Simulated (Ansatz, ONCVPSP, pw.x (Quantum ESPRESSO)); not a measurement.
Be: one change to the ONCV potential, in the atom and in the bcc crystal

| Quantity | Value |
| --- | --- |
| Element | Be (Z = 4) |
| Generator | ONCVPSP 4.0.1.1 (patched build) |
| Type | optimised norm-conserving Vanderbilt (ONCV) |
| Functional | PBE |
| Relativity | scalar-relativistic |
| Frozen core | [He] |
| Valence charge | 2 |
| Reference configuration | 2s2 |
| Partial waves | 2s: rc 2.15 bohr, ncon 3, nbas 8, qcut 3.7 1/bohr, 2 projectors, debl 0.3 Ha; p scattering state at 0.47 Ha: rc 1.65 bohr, ncon 5, nbas 10, qcut 4.4 1/bohr, 2 projectors, debl 1.3 Ha; d scattering state at 0.41 Ha: rc 1.75 bohr, ncon 4, nbas 7, qcut 6.2 1/bohr, 2 projectors, debl 1.8 Ha |
| Local potential | polynomial inside 1.65 bohr (lpopt 5, dvloc0 -1 Ha) |
| Core correction | Teter function, fcfact 3.25, rcfact 1.65 |

In the p channel the program set the typed energies aside and used 0.050, 1.350 Ha.

Change: core correction Teter function, fcfact 3.25, rcfact 1.08.

Cutoffs, loose and tight: the cutoffs (Ha) at which the residual kinetic energy of the hardest occupied pseudo-wave falls to 1 and 0.1 mHa per electron. They do not see the model core or the augmentation charge, which bear on the density cutoff. Test errors are all-electron minus pseudo excitation energies from the reference, over the configurations 2s1; 2s1.5; 2s1 2p1; 2s0 2p1; variants that change the core or the reference have their own tests.

Crystal test: bcc Be in pw.x 7.5, no spin, 18³ k-points, Fermi–Dirac smearing 0.01 Ry, cutoffs set for each file from its atomic test. The reference is all-electron LAPW (Ansatz 0.2.0) with the same functional, mesh and smearing; V0 and B0 come from Birch–Murnaghan fits to the pressures at five volumes. Errors are pseudo minus all-electron; Δ is the rms difference of the E(V) curves that follow from these fits, minima aligned, over ±6 % about the mean V0. Mesh and smearing are coarse, so the numbers serve the comparison and aren't converged zero-temperature values; the lattice is a test structure that the element need not adopt.

All-electron: a0 = 2.501 Å (V0 = 7.82 Å³/atom), B0 = 122.0 GPa.

Does the change bring the crystal closer to the all-electron result?

The mean pressure error goes from -1.99 to -3.77 GPa, so the change moves the solid further from the all-electron pressures. The B0 error goes the other way, from +4.0 to +1.4 %.

| quantity | base | changed |
| --- | --- | --- |
| outcome (atom) | generated, projector energies reset by the program | generated, projector energies reset by the program |
| cutoff, loose (atom) | 4.3 Ha | 4.3 Ha |
| cutoff, tight (atom) | 6.0 Ha | 6.0 Ha |
| bound ghosts (atom) | none | none |
| largest test error (meV) (atom) | +3.3 | -23 |
| cutoffs in pw.x (Ry) | 50/200 | 50/200 |
| a0 (Å) | 2.488 | 2.475 |
| a0 error (%) | -0.54 | -1.06 |
| B0 error (%) | +4.0 | +1.4 |
| Δ (meV/atom) | 3.4 | 6.6 |
| mean pressure error (GPa) | -1.99 | -3.77 |

Base: The largest radius (2.15 bohr) exceeds half the bond length (2.05 bohr), so the spheres overlap, which is one possible source of error among others. This is a poor potential for the solid. The cutoffs count occupied waves only; projector 2 of the p channel, the hardest unoccupied one, needs 17 Ha at the loose tolerance. Changed file: The largest radius (2.15 bohr) exceeds half the bond length (2.05 bohr), so the spheres overlap, which is one possible source of error among others. This is a poor potential for the solid. The cutoffs count occupied waves only; projector 2 of the p channel, the hardest unoccupied one, needs 17 Ha at the loose tolerance.
